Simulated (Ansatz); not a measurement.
A run of Ansatz 0.2.0:

input.yaml

```yaml
crystal:
  lattice:
    - [3.1967, 0.0, 0.0]
    - [-1.59835, 2.7684234083, 0.0]
    - [0.0, 0.0, 5.0578]
  atoms:
    - { symbol: Hf, position: [0.6666666667, 0.3333333333, 0.75] }
    - { symbol: Hf, position: [0.3333333333, 0.6666666667, 0.25] }
kpoints:
  mp_grid: { grid: [10, 10, 5] }
scf:
  occupations: { method: fermi_dirac, width: 0.05 }
hamiltonian:
  xc: pbe
  pseudopotentials: { kind: all_electron, lapw: { basis_error: 0.001 } }
output:
  forces: true
  stress: true
relax:
  f_tol: 0.005
  max_steps: 60
  cell: { p_target: 30.0 }
```

Potentials or basis: all-electron LAPW, scalar-relativistic.

Run with:

```console
$ ansatz run input.yaml --threads 1 --pin off --max-ram 3072MiB --backend cpu --events-out ev --progress --plain --runs-dir out
```

Hardware: 1 thread of Arm Neoverse V1 (shared host).

Question: How long does it take, and how much memory?

Answer: Wall time 70 s on 1 thread of Arm Neoverse V1 (shared host), peak memory 0.35 GiB. Counts: scf iterations 33, plane waves 349, k points 42, bands 44, ion steps 6.
